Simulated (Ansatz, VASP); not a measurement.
**One calculation of BaZrO3, two programs**

```xyz
5
Lattice="4.2275 0.0000 0.0000 0.0000 4.2275 0.0000 0.0000 0.0000 4.2275" Properties=species:S:1:pos:R:3 pbc="T T T"
Ba    0.0000    0.0000    0.0000
Zr    2.1138    2.1138    2.1138
O     0.0000    2.1138    2.1138
O     2.1138    0.0000    2.1138
O     2.1138    2.1138    0.0000
```

Alike in both runs: functional PBE; k mesh 6 × 6 × 6; occupations gaussian, width 0.02 eV; no spin polarisation.

Ansatz relaxed the structure, and its values are those at the end. VASP's run is a single point on that final structure, the one shown.

|  | VASP | Ansatz |
| --- | --- | --- |
| version | VASP 6.6.1 | Ansatz 0.2.0 |
| potentials or method | VASP PAW PBE potentials, release 64 (Ba_sv, Zr_sv, O) | scalar-relativistic, plane waves, PAW |
| plane-wave cutoff (eV) | 520 | 420 |
| valence electrons in the cell | 40 | 40 |

|  | VASP | Ansatz | Ansatz less VASP |
| --- | --- | --- | --- |
| gap on the k mesh at the Fermi level (eV) | 3.13 | 3.18 | +0.047 |
| least direct gap on the mesh (eV) | 3.38 | 3.40 | +0.021 |
| pressure (GPa) | 0.9 | 0.0 | -0.94 |

With one functional, cell and mesh, what is left measures potentials, basis and numerics.

Caveats: spin-orbit coupling is left out, which moves the levels of the heavy elements. PBE gaps usually lie below the measured ones, often by a third to a half. A k mesh can miss the band edges.
